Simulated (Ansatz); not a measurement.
Start of a relaxation of SiNi3:

```cif
data_structure
_symmetry_space_group_name_H-M 'P-6m2'
_symmetry_Int_Tables_number 187
_cell_length_a 3.8875
_cell_length_b 3.8875
_cell_length_c 4.1701
_cell_angle_alpha 90.000
_cell_angle_beta 90.000
_cell_angle_gamma 120.000
_cell_volume 54.58
loop_
_atom_site_label
_atom_site_type_symbol
_atom_site_symmetry_multiplicity
_atom_site_Wyckoff_symbol
_atom_site_fract_x
_atom_site_fract_y
_atom_site_fract_z
_atom_site_occupancy
Si1 Si 1 a 0.00000 0.00000 0.00000 1
Ni1 Ni 1 e 0.66667 0.33333 0.00000 1
Ni2 Ni 1 b 0.00000 0.00000 0.50000 1
Ni3 Ni 1 d 0.33333 0.66667 0.50000 1
```

The calculation used Ansatz 0.2.0, DFT PBE, scalar-relativistic, plane waves, PAW. Cutoff 420 eV, Gaussian smearing, Γ-centred meshes. Cell and atoms relax first on a coarse mesh and then on a finer one. In between, the cell is made exact in the group found at 0.06 Å. In metals the finer mesh still leaves noise of several meV/atom or more. The steps can't lower the symmetry of their start. Collinear spin, starting moments Ni 2.0 (×3) μB; they died out on the coarse mesh, so the last step has no spin.

A guess keeps its type if space group and coordination stay and the shape of the cell changes little (axis ratios within about 15 %, angles within 6°); the volume may change.

Task: Does it keep its structure type, or change into something else?

Result: It keeps its type. The symmetry stays P-6m2 (No. 187). The volume per atom grows by 1.8 %, from 13.6 to 13.9 Å³. The shortest distance goes from 2.09 Å (Si–Ni) to 2.10 Å (Si–Ni). The ratio c/a of the conventional cell changes by a factor of 1.00. Counting neighbours within 15 % of an atom's shortest distance, the start has Ni 3/5, Si 5 and the end Ni 3/5, Si 5.

Energies over the elements count from the elements' standard structures at the same level, with no fitted energy shifts.

Task: At what energy does it end?

Result: +0.35 eV/atom. It can't be a ground state, since the elements alone are lower.

The last run used a 12×12×12 mesh for its 4-atom cell and Gaussian smearing of 0.10 eV. Trial moments died out on the coarse mesh, so the last step has no spin; another magnetic start might hold. Symmetry constrained the relaxation, so the result can be a saddle point. Another cell of SiNi3 relaxed alike, in Pm-3m (a cell as deposited in COD), lies 0.80 eV/atom lower, so this cell isn't the stable form at this level.

In counts of neighbours, a slash parts the counts of unlike sites.
